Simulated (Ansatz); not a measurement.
Here is an Ansatz 0.2.0 calculation.

Contents of input.yaml:

```yaml
crystal:
  lattice:
    - [-1.8921, 1.8921, 4.7573]
    - [1.8921, -1.8921, 4.7573]
    - [1.8921, 1.8921, -4.7573]
  atoms:
    - { symbol: Ti, position: [0.75, 0.25, 0.5] }
    - { symbol: Ti, position: [0.0, 0.0, 0.0] }
    - { symbol: O, position: [0.7919, 0.7919, 0.0] }
    - { symbol: O, position: [0.5419, 0.0419, 0.5] }
    - { symbol: O, position: [0.9581, 0.4581, 0.5] }
    - { symbol: O, position: [0.2081, 0.2081, 0.0] }
hamiltonian:
  xc: pbesol
  pseudopotentials: { kind: paw }
kpoints:
  mp_grid: { grid: [10, 10, 10] }
scf:
  occupations: { method: fermi_dirac, width: 0.05 }
output:
  forces: true
  stress: true
  eigenvalues: true
  write_density: true
  write_potential: true
  elf: true
  volumetric_format: npy
relax:
  f_tol: 0.01
  max_steps: 40
  cell: { stress_tol: 0.05 }
```

Potentials or basis: Ansatz PAW.

Run with:

```console
$ ansatz run input.yaml --threads 2 --pin off --max-ram 5632MiB --backend cpu --events-out ev --progress --plain --runs-dir out
```

(1) Predict the relaxed cell.

(2) What does it give for the relaxed volume?

(3) What does it give for the band gap on the k mesh?

(4) Predict the space group after relaxing (to 0.05 Å).

## Answers

(1) a = 5.469 Å, b = 5.469 Å, c = 5.469 Å, α = 139.68°, β = 139.68°, γ = 58.34°.

(2) 11.31 Å³/atom.

(3) 2.12 eV, indirect (least direct gap 2.44 eV).

(4) I4_1/amd (No. 141).

Caveat: the plane-wave basis is chosen anew once the cell has moved, so the energies of steps on either side of that aren't comparable; the pressure holds a Pulay correction of +0.7 GPa for the finite cutoff; the PAW data sets come from PBE, with cores solved anew for the run's functional, which leaves a small shift of forces and pressure.
